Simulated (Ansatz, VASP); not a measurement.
## One calculation of HfN, two programs

File INCAR:

```
PREC = Accurate
ENCUT = 520
EDIFF = 1E-6
ISMEAR = 0
SIGMA = 0.15
LREAL = False
LASPH = True
NELM = 100
ALGO = Normal
ISIF = 2
LWAVE = False
LCHARG = False
GGA = PS
NBANDS = 14
```

File KPOINTS:

```
Automatic mesh
0
Gamma
  18 18 18
```

Contents of POSCAR:

```
HfN
1.0
    0.0000000000      2.3041800000      2.2590000000
    2.3041800000      0.0000000000      2.2590000000
    2.3041800000      2.3041800000      0.0000000000
Hf N
1 1
Direct
    0.0000000000      0.0000000000      0.0000000000
    0.5000000000      0.5000000000      0.5000000000
```

Input for Ansatz:

```yaml
crystal:
  lattice:
    - [0.0, 2.30418, 2.259]
    - [2.30418, 0.0, 2.259]
    - [2.30418, 2.30418, 0.0]
  atoms:
    - { symbol: Hf, position: [0.0, 0.0, 0.0] }
    - { symbol: "N", position: [0.5, 0.5, 0.5] }
basis:
  ecutwfc: 420
kpoints:
  mp_grid: { grid: [18, 18, 18] }
hamiltonian:
  xc: pbesol
scf:
  occupations: { method: gaussian, width: 0.15 }
output:
  forces: true
  stress: true
  eigenvalues: true
```

Change from the starting cell: strain +0.0200 x Voigt [1, 1, 0, 0, 0, 0], atoms carried along.

Alike in both runs: task single point; functional PBEsol; k mesh 18 × 18 × 18; occupations gaussian, width 0.15 eV; no spin polarisation.

|  | VASP | Ansatz |
| --- | --- | --- |
| version | VASP 6.6.1 | Ansatz 0.2.0 |
| potentials or method | VASP PAW PBE potentials, release 64 (Hf_pv, N) | scalar-relativistic, plane waves, PAW |
| plane-wave cutoff (eV) | 520 | 420 |
| valence electrons in the cell | 15 | 31 |

Ansatz gave:

- gap on the k mesh at the Fermi level (eV): none
- pressure (GPa): -12.7
- largest component of the traceless stress (GPa): 5.33

Problem. Which values does VASP return?

Solution. gap on the k mesh at the Fermi level (eV): none; pressure (GPa): -14.7; largest component of the traceless stress (GPa): 5.26.

A gap of «none» marks a metal or a gap that the smearing closes. The functional is the same, so the differences come from potentials, cutoffs and numerics. The two sets of potentials don't hold the same shells in valence.

Caveats: the PAW data sets were made with another functional, which shifts forces and pressure a little (VASP). Spin-orbit coupling is left out, which matters for the levels of Hf.
